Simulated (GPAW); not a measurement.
## Si in GPAW: convergence with plane-wave cutoff (eV)

Input of the first run (plane-wave cutoff (eV) 200); the others differ in this setting and in those tied to it:

Contents of run.py:

```python
from ase.dft.bandgap import bandgap
from ase.io import read, write
from ase.units import GPa
from gpaw import GPAW, PW, setup_paths

setup_paths.insert(0, '.')

atoms = read('Si.xyz')

calc = GPAW(mode=PW(200),
            xc='PBE',
            kpts={'size': (7, 7, 7), 'gamma': True},
            occupations={'name': 'fermi-dirac', 'width': 0.05},
            setups={'Si': 'jth'},
            nbands=-6,
            convergence={'density': 1e-05, 'energy': 1e-05},
            maxiter=100,
            txt='gpaw.txt')
atoms.calc = calc
energy = atoms.get_potential_energy()
forces = atoms.get_forces()
stress = atoms.get_stress()
calc.write('gs.gpw')
write('result.traj', atoms)
print(f'Energy: {energy:.6f} eV')
print('Forces (eV/A):')
print(forces.round(4))
print('Stress (GPa):', (stress / GPa).round(3))
print('Fermi level:', round(calc.get_fermi_level(), 4), 'eV')
print(f'Gap: {bandgap(calc)[0]:.4f} eV, direct: {bandgap(calc, direct=True)[0]:.4f} eV')
```

Si.xyz

```xyz
1
Lattice="2.6622503000 -0.0362423300 -0.0068309500 -1.3625119300 2.2317606800 0.0418965100 -0.0064290300 0.0418196400 2.4877607300" Properties=species:S:1:pos:R:3 pbc="T T T"
Si     0.0000000000      0.0000000000      0.0000000000
```

Potentials or basis: JTH PAW 2.0, PBE, pw.

The run is started by

```sh
$ OMP_NUM_THREADS=1 python run.py
```

This isn't the form of Si at room conditions, which is diamond.

Hardware: 1 thread of Arm Neoverse V2, on a shared host.

| plane-wave cutoff (eV) | energy less the tightest run, at zero smearing (meV/atom) | pressure (GPa) | SCF cycles | CPU time (s) | peak memory (GiB) |
| --- | --- | --- | --- | --- | --- |
| 200 | -70.25 | 2.68 | 8 | 4.6 | 0.11 |
| 250 | -85.86 | 5.67 | 8 | 5 | 0.12 |
| 300 | -50.17 | 5.93 | 10 | 6.2 | 0.12 |
| 350 | -15.93 | 4.42 | 15 | 8.9 | 0.12 |
| 400 | -9.10 | 3.45 | 16 | 11 | 0.12 |
| 500 | -7.71 | 3.57 | 12 | 10 | 0.13 |
| 600 | -2.25 | 3.52 | 13 | 12 | 0.14 |
| 800 | -0.27 | 3.20 | 14 | 23 | 0.15 |
| 1000 | 0.00 | 3.21 | 15 | 22 | 0.17 |

Against the tightest run, the energy stays within 1 meV/atom from 800 on; the pressure stays within 0.1 GPa from 800 on. The tightest run that finished is the yardstick and may itself not be fully converged.

Caveat, for the tightest run too: the k mesh is coarse (spacing up to 0.41 Å⁻¹), so the values aren't converged; the program truncates these outside data sets.
